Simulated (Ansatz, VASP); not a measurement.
Given: the input of a run of VASP 6.6.1 on GaAs.

INCAR

```
ALGO = Normal ; EDIFF = 1E-6
ENCUT = 520 ; GGA = PE
ISIF = 2 ; ISMEAR = 0
LASPH = T ; LCHARG = T
LELF = T ; LREAL = F
LVHAR = T ; LWAVE = F
NBANDS = 16 ; NELM = 60
PREC = Accurate ; SIGMA = 0.016
```

File KPOINTS:

```
k-points
0
Gamma
  8 8 8
```

POSCAR

```
GaAs
1.0
    0.0000000000      2.8268500000      2.8268500000
    2.8268500000      0.0000000000      2.8268500000
    2.8268500000      2.8268500000      0.0000000000
As Ga
1 1
Direct
    0.7500000000      0.7500000000      0.7500000000
    0.0000000000      0.0000000000      0.0000000000
```

Potentials or basis: VASP PAW PBE potentials, release 64 (As, Ga_d).

Run with:

```console
$ cat potpaw_PBE.64/As/POTCAR potpaw_PBE.64/Ga_d/POTCAR > POTCAR
$ mpirun -np 1 vasp_std > vasp.out
```

Q: Translate it to Ansatz 0.2.0. Potentials there: all-electron LAPW, scalar-relativistic.

A: As run (the cutoff follows the program's own potentials):

File input.yaml:

```yaml
crystal:
  lattice:
    - [0.0, 2.82685, 2.82685]
    - [2.82685, 0.0, 2.82685]
    - [2.82685, 2.82685, 0.0]
  atoms:
    - { symbol: As, position: [0.75, 0.75, 0.75] }
    - { symbol: Ga, position: [0.0, 0.0, 0.0] }
kpoints:
  mp_grid: { grid: [8, 8, 8] }
scf:
  occupations: { method: gaussian, width: 0.016 }
hamiltonian:
  xc: pbe
  pseudopotentials: { kind: all_electron, lapw: { basis_error: 0.001 } }
output:
  forces: true
  stress: true
  eigenvalues: true
```

Potentials or basis: all-electron LAPW, scalar-relativistic.

The run is started by

```sh
$ ansatz run input.yaml --threads 1 --pin off --max-ram 3072MiB --backend cpu --events-out ev --progress --plain --runs-dir out
```

Both were run:

|  | VASP | Ansatz | Ansatz less VASP |
| --- | --- | --- | --- |
| gap on the k mesh at the Fermi level (eV) | 0.52 | 0.52 | +0.001 |
| least direct gap on the mesh (eV) | 0.52 | 0.52 | +0.001 |
| pressure (GPa) | 3.4 | 3.3 | -0.17 |

Ansatz ran all-electron here, so the differences hold the error of VASP's frozen core and of both bases.

A k mesh can miss the band edges. PBE gaps usually lie below the measured ones, often by a third to a half.
